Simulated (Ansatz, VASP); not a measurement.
**Two plane-wave programs on SnTe**

Contents of INCAR:

```
SYSTEM = SnTe
PREC     = Accurate       ! precision mode
ENCUT    = 520            ! plane-wave cutoff, eV
EDIFF    = 1E-6           ! SCF threshold, eV
ISMEAR   = -1             ! smearing method
SIGMA    = 0.02           ! smearing width, eV
LREAL    = .FALSE.        ! projectors in reciprocal space
LASPH    = .TRUE.         ! aspherical terms in the spheres
NELM     = 60             ! most SCF steps
ALGO     = Normal         ! electronic algorithm
ISIF     = 2              ! what is computed and relaxed
LWAVE    = .FALSE.        ! write WAVECAR
LCHARG   = .FALSE.        ! write CHGCAR
GGA      = PE             ! functional
NBANDS   = 17             ! bands
```

File KPOINTS:

```
regular mesh
0
G
  6 6 6
  0 0 0
```

The input POSCAR:

```
SnTe
1.0
    0.0000000000      3.1747877485      3.1747877485
    3.1747877485      0.0000000000      3.1747877485
    3.1747877485      3.1747877485      0.0000000000
Sn Te
1 1
Direct
    0.0000000000      0.0000000000      0.0000000000
    0.5000000000      0.5000000000      0.5000000000
```

Input for Ansatz:

```yaml
crystal:
  lattice:
    - [0.0, 3.1747877485, 3.1747877485]
    - [3.1747877485, 0.0, 3.1747877485]
    - [3.1747877485, 3.1747877485, 0.0]
  atoms:
    - { symbol: Sn, position: [0.0, 0.0, 0.0] }
    - { symbol: Te, position: [0.5, 0.5, 0.5] }
kpoints:
  mp_grid: { grid: [6, 6, 6] }
hamiltonian:
  xc: pbe
scf:
  occupations: { method: fermi_dirac, width: 0.02 }
  n_extra_bands: 4
output:
  forces: true
  stress: true
  eigenvalues: true
```

Alike in both runs: task single point; functional PBE; k mesh 6 × 6 × 6; occupations fermi-dirac, width 0.02 eV; no spin polarisation.

|  | VASP | Ansatz |
| --- | --- | --- |
| version | VASP 6.6.1 | Ansatz 0.2.0 |
| potentials or method | VASP PAW PBE potentials, release 64 (Sn_d, Te) | plane waves, PAW |
| plane-wave cutoff (eV) | 520 | 420 |
| valence electrons in the cell | 20 | 30 |

|  | VASP | Ansatz | Ansatz less VASP |
| --- | --- | --- | --- |
| pressure (GPa) | 1.1 | 1.2 | +0.07 |

The functional is the same, so the differences come from potentials, cutoffs and numerics. The two sets of potentials don't hold the same shells in valence.

Caveats: spin-orbit coupling is left out, which moves the levels of the heavy elements.
